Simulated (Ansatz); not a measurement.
In: pressure against volume

In, I4/mmm, a = 3.195 Å, c = 4.997 Å. Ansatz: PBEsol, PAW, 420 eV, Γ-centred 18×18×18 mesh on 1 atom, Gaussian smearing 0.10 eV; no spin polarisation. Shape and atoms are relaxed at each volume; pressure is positive in compression.

| V (Å³/atom) | P (GPa) |
| --- | --- |
| 22.444 | 8.01 |
| 23.209 | 5.42 |
| 23.974 | 3.27 |
| 24.740 | 1.48 |
| 25.505 | 0.00 |
| 26.270 | -1.22 |
| 27.035 | ? |
| 28.055 | -3.30 |

Q: Take V0 = 25.505 Å³/atom, fit the third-order Birch–Murnaghan form to the other rows, and predict the missing pressure.

A: With the Eulerian strain f = ½[(V0/V)^(2/3) − 1] and y = P/[3f(1 + 2f)^(5/2)], the form is the line y = B0 + 1.5 B0 (B0′ − 4) f. Rows (f, y): 0.04449, 48.5; 0.03245, 47.6; 0.02107, 46.7; 0.01025, 45.7; -0.00975, 43.8; -0.03078, 41.9. Means f = 0.01129, y = 45.700; Σ(Δf)² = 0.003859, ΣΔfΔy = 0.3428; the slope is their ratio. y = 44.70 + 88.82 f GPa, so B0 = 44.7 GPa and B0′ = 4 + 2 × (88.82)/(3 × 44.70) = 5.32. At V = 27.035, f = -0.01905, y = 43.01 and P = -2.23 GPa. The run gave -2.23 GPa, the same to the digits shown.